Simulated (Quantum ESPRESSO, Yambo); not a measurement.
Planning a run of Yambo 5.3.0 on BaS (Fm-3m). The input:

```
optics
bss
bse
em1s
dipoles
rim_cut
RandQpts= 1000000
RandGvec= 1 RL
Chimod= "HARTREE"
BSKmod= "SEX"
BSEmod= "resonant"
BSSmod= "d"
BSENGexx= 30 Ry
BSENGBlk= 6 Ry
% BSEQptR
 3 | 3 |
%
% BSEBands
 13 | 22 |
%
% BEnRange
 0 | 7 | eV
%
% BDmRange
 0.1 | 0.1 | eV
%
BEnSteps= 141
% BLongDir
 1 | 0 | 0 |
%
% BndsRnXs
 1 | 152 |
%
NGsBlkXs= 6 Ry
% LongDrXs
 1 | 1 | 1 |
%
% KfnQP_E
 1.422 | 1.0 | 1.0 |
%
WRbsWF
```

```sh
OMP_NUM_THREADS=2 mpirun -n 2 yambo -F bse8.in -J bse8,bse4_W -C bse8 > bse8.log
```

The stored states that it reads are on a 4×4×4 mesh. It takes space group Fm-3m (No. 225, cubic). Conventional cell: a = 6.388 Å, b = 6.388 Å, c = 6.388 Å, α = 90.00°, β = 90.00°, γ = 90.00°. Ba has 6 S at 3.19 Å nearest. Nearest to S lie 6 Ba at 3.19 Å. Farther neighbours and most contacts between anions are not listed.

**Question.** Estimate wall time and host memory on 2 MPI ranks of Arm Neoverse V2, shared host.

It took 26 s; on shared hardware allow 13 s to 52 s. Peak host memory was 0.83 GiB.

The kernel grows as the square of the matrix size, and full diagonalisation as its cube.

[Paths, hosts, dates, memory and timing lines, banners, echoed tables and standing remarks are left out of the program output.]

[Logs are printed without paths, hosts, clocks, repeated set-up lines and the standing remarks that a program may print on its own settings, such as how far it seeks lower states.]

[Runs of the session that timed out or met a known fault of the program may be left out.]

[Hosts, paths, dates, database ids (printed as entryN), source tags and the programs' standing remarks are cut or masked in the printed files.]
